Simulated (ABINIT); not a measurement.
The system is Ge.

```
CELL_PARAMETERS angstrom
3.99759 0.00000 0.00000
-1.99879 3.46201 0.00000
0.00000 0.00000 6.59938
ATOMIC_POSITIONS crystal
Ge 0.33333 0.66667 0.93710
Ge 0.66667 0.33333 0.43710
Ge 0.33333 0.66667 0.56290
Ge 0.66667 0.33333 0.06290
```

This isn't the form of Ge at room conditions, which is diamond.

Base run:

- Program: ABINIT 10.8.3 (patched build)
- Functional: BLYP
- Potentials or basis: JTH PAW PBE v2.0
- Cutoff: 707 eV
- k mesh: 8 × 8 × 4
- Occupations: fermi-dirac, width 0.05 eV
- Spin: no spin polarisation

Its results: pressure 6.7 GPa.

The run is repeated on the same cell with these changes: functional from BLYP to AM05. What comes out?

Pressure 0.2 GPa.

AM05 binds more tightly than BLYP, so the same cell stands under less pressure.

Caveats: the PAW data sets were made with another functional, which shifts forces and pressure a little.
